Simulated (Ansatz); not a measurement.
# AlN: the cost of one run

Method: DFT PBEsol, frozen-core PAW, scalar-relativistic unless said, in Ansatz 0.2.0.

The COD entry's cell or inner coordinates are ideal or old and differ from later refinements, so a difference from it is no clean test against experiment.

7 further runs of the same task are left out: 7 set aside as unsound or not needed.

### 1 The system as given

The structure is hexagonal, space group P6_3mc (No. 186). Conventional cell: a = 3.113 Å, b = 3.113 Å, c = 4.981 Å, α = 90.00°, β = 90.00°, γ = 120.00°. Al (site symmetry 3m) is surrounded by 4 N at 1.89 Å. Around N (site symmetry 3m) lie 4 Al at 1.89 Å.

As a file:

```
CELL_PARAMETERS angstrom
3.11300 0.00000 0.00000
-1.55650 2.69594 0.00000
0.00000 0.00000 4.98100
ATOMIC_POSITIONS crystal
Al 0.33333 0.66667 0.00000
Al 0.66667 0.33333 0.50000
N 0.33333 0.66667 0.38000
N 0.66667 0.33333 0.88000
```

Cartesian axes are those of the input's lattice vectors. The structure goes back to a database entry.

### 2 Cell and atoms relaxed, PAW

File input.yaml:

```yaml
crystal:
  lattice:
    - [3.11300000001, 0.0, 0.0]
    - [-1.5565, 2.69593708199, 0.0]
    - [0.0, 0.0, 4.981]
  atoms:
    - { symbol: Al, position: [0.333333333333, 0.666666666667, 0.0] }
    - { symbol: Al, position: [0.666666666667, 0.333333333333, 0.5] }
    - { symbol: "N", position: [0.333333333333, 0.666666666667, 0.38] }
    - { symbol: "N", position: [0.666666666667, 0.333333333333, 0.88] }
kpoints:
  mp_grid: { grid: [14, 14, 8] }
scf:
  occupations: { method: fermi_dirac, width: 0.08 }
hamiltonian:
  xc: pbesol
  pseudopotentials: { kind: paw }
relax:
  f_tol: 0.002
  max_steps: 80
  cell: {}
output:
  forces: true
  stress: true
```

On the command line:

```bash
ansatz run input.yaml --threads 2 --pin off --max-ram 5120MiB --backend cpu --events-out ev --progress --plain --runs-dir out
```

What time and memory should one allow on 2 threads of Intel Xeon Platinum 8375C at 2.90GHz (Ice Lake), shared host?

About 12 s, with a peak of 0.42 GiB.
